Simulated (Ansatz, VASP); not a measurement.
**Hf in VASP and in Ansatz**

```
Hf
1.0
     0.00000    2.22000    2.22000
     2.22000    0.00000    2.22000
     2.22000    2.22000    0.00000
Hf
1
Direct
  0.00000 0.00000 0.00000
```

Alike in both runs: task electric field gradients; functional PBE; k mesh 13 × 13 × 13; occupations fermi-dirac, width 0.03 eV; no spin polarisation.

|  | VASP | Ansatz |
| --- | --- | --- |
| version | VASP 6.6.1 | Ansatz 0.2.0 |
| potentials or method | VASP PAW PBE potentials, release 64 (Hf_pv) | PAW with Ansatz's default frozen-core files, scalar-relativistic |
| plane-wave cutoff (eV) | 520 | 420 |
| valence electrons in the cell | 10 | 26 |

Ansatz gave:

- pressure (GPa): 3.3
- Vzz of the field gradient on the site that differs most (V/Å²): 0.0

Question: Estimate VASP's values.

Answer: Pressure (GPa): 2.8; Vzz of the field gradient on the site that differs most (V/Å²): 0.0.

The two sets of potentials don't hold the same shells in valence. Ansatz warned: «gradients_without_spin_orbit».

The runs have no spin-orbit coupling, so splittings on Hf are missing.
